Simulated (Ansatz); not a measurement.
# A thicker film of KCl (001) from two thinner ones

In a field along its normal an insulating film takes a dipole p. Written as a length, p/(ε₀AE), it should grow by 1 − 1/ε for each ångström added.

How it was computed: Ansatz 0.2.0, plane waves with PAW datasets (its set soft_2), LDA; rocksalt films relaxed at a bulk in-plane lattice constant near the measured one, then held in weak fields of both signs with a dipole correction (A is the cell's area, E the outer field).

| run | distance between the outer atoms (Å) | p/(ε₀AE) (Å) |
| --- | --- | --- |
| 3 units | 6.021 | 5.559 |
| 5 units | 12.051 | 9.132 |
| 8 units | 21.096 | ? |

Q: Estimate the withheld value from the rows shown.

Two rows fix a line: slope = (9.132 − 5.559) / (12.051 − 6.021) = 0.5925, intercept 1.9917. That slope means ε = 1/(1 − 0.5925) = 2.45. At 21.096 it gives 0.5925 × 21.096 + 1.9917 = 14.491 Å, beyond the rows fitted. Rounding of the rows alone allows about ±0.003 Å there; two rows can't show whether the line holds.

The run itself gives 14.492 Å: a miss of +0.001 Å, or 0.0 % of the value. The length is met to within 1 %, though ε is more sensitive than the length: the two thickest films give ε = 2.45.

Caveats: This is the electronic response alone. A unit is one step of the cut along the normal (a plane, a pair of planes or a cell), and the layers relax along it, away from their bulk spacing where the functional's lattice constant differs from the one held.
